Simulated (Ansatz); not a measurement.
What strain does to SrO (Fm-3m)

A 2-atom cell of SrO started from a crystallographic database, relaxed with r2SCAN in the PAW code Ansatz. It is cubic, Fm-3m (No. 225); conventional cell a = 5.160 Å, 17.17 Å³ an atom. Sr is surrounded by 6 O at 2.58 Å; O is surrounded by 6 Sr at 2.58 Å.

The axes x, y and z are those of this cell:
```yaml
crystal:
  lattice:
    - [0.00000, 2.57989, 2.57989]
    - [2.57989, 0.00000, 2.57989]
    - [2.57989, 2.57989, 0.00000]
  atoms:
    - { symbol: Sr, position: [0.50000, 0.50000, 0.50000] }
    - { symbol: O, position: [0.00000, 0.00000, 0.00000] }
```

Unstrained: PBE gives an indirect gap of 3.318 eV, from Γ to X; the least direct gap is 3.403 eV at X. r2SCAN gives an indirect gap of 3.799 eV, from Γ to X; the least direct gap is 3.880 eV at X. HSE06 gives an indirect gap of 4.794 eV, from Γ to X; the least direct gap is 4.890 eV at X. Meshes: PBE 8×8×8, r2SCAN 8×8×8, HSE06 6×6×6. Strains are changes of length per length. After each strain the atoms were relaxed again with r2SCAN within the symmetry that the strain leaves, so tilts or polar shifts that break it weren't tested; points keep the names that they have in the unstrained zone. Spin-unpolarised throughout; all numbers are computed.

Changes of the least gap in eV (an overlap counts as a negative gap):

| strain | volume change (%) | space group | PBE | r2SCAN | HSE06 | energy rise, r2SCAN (meV/atom) |
| --- | --- | --- | --- | --- | --- | --- |
| uniaxial +3.47 % along z | +3.5 | I4/mmm | -0.053 | -0.058 | -0.058 | 10.2 |
| uniaxial +5.42 % along y | +5.4 | I4/mmm | -0.073 | -0.081 | -0.081 | 23.0 |

Uniaxial +3.47 % along z, other directions held. HSE06: the gap goes from 4.794 to 4.736 eV (-0.058 eV); with r2SCAN the top three valence levels at Γ, degenerate before, become 2+1 from the top over 94 meV. Stress change with r2SCAN, compression positive: xx -1.56, yy -1.56, zz -5.10 GPa.

Uniaxial +5.42 % along y, other directions held. HSE06: the gap goes from 4.794 to 4.713 eV (-0.081 eV); with r2SCAN the top three valence levels at Γ, degenerate before, become 2+1 from the top over 132 meV. Stress change with r2SCAN, compression positive: xx -2.34, yy -7.06, zz -2.34 GPa.

The meshes of the hybrids are coarse, so their gaps aren't converged to the digits shown.

The splittings at Γ are without spin-orbit coupling, which regroups them where it is of like size or larger.
